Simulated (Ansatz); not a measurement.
## TaN under strain

Method: DFT PBEsol, scalar-relativistic, plane waves, PAW in Ansatz 0.2.0. (420 eV cutoff, 24×24×18 k-mesh, Gaussian smearing of 0.10 eV, no spin polarisation)

Starting point, cell and atoms relaxed:

```yaml
crystal:
  lattice:
    - [2.92399, 0.00000, 0.00000]
    - [-1.46199, 2.53225, 0.00000]
    - [0.00000, 0.00000, 2.87073]
  atoms:
    - { symbol: Ta, position: [0.33333, 0.66667, 0.50000] }
    - { symbol: N, position: [0.00000, 0.00000, 0.00000] }
```

Deformation: shear that moves c along a by the strain times its height over the a-b plane, the cell held and the atoms relaxed, all within the symmetry that the strain leaves. Energies are extrapolated to zero smearing.

Spin–orbit coupling is left out, which can shift energies with elements as heavy as these.

| strain (%) | ΔE (meV/atom) | a (Å) | b (Å) | c (Å) |
| --- | --- | --- | --- | --- |
| +0.0 | 0.0 | 2.924 | 2.924 | 2.871 |
| +1.5 | 1.9 | 2.924 | 2.924 | 2.871 |
| +3.0 | 7.6 | 2.924 | 2.924 | 2.872 |
| +4.5 | 17.1 | 2.924 | 2.924 | 2.874 |
| +6.0 | 30.3 | 2.924 | 2.924 | 2.876 |
| +9.0 | 67.6 | 2.924 | 2.924 | 2.882 |

(1) What stiffness (1/V) d²E/dε² at zero strain does a cubic fit over all points give?

## Answers

(1) A cubic fit gives (1/V) d²E/dε² = 259 GPa at zero strain (the shear constant for this plane and direction).

This form isn't the usual stable structure of the compound.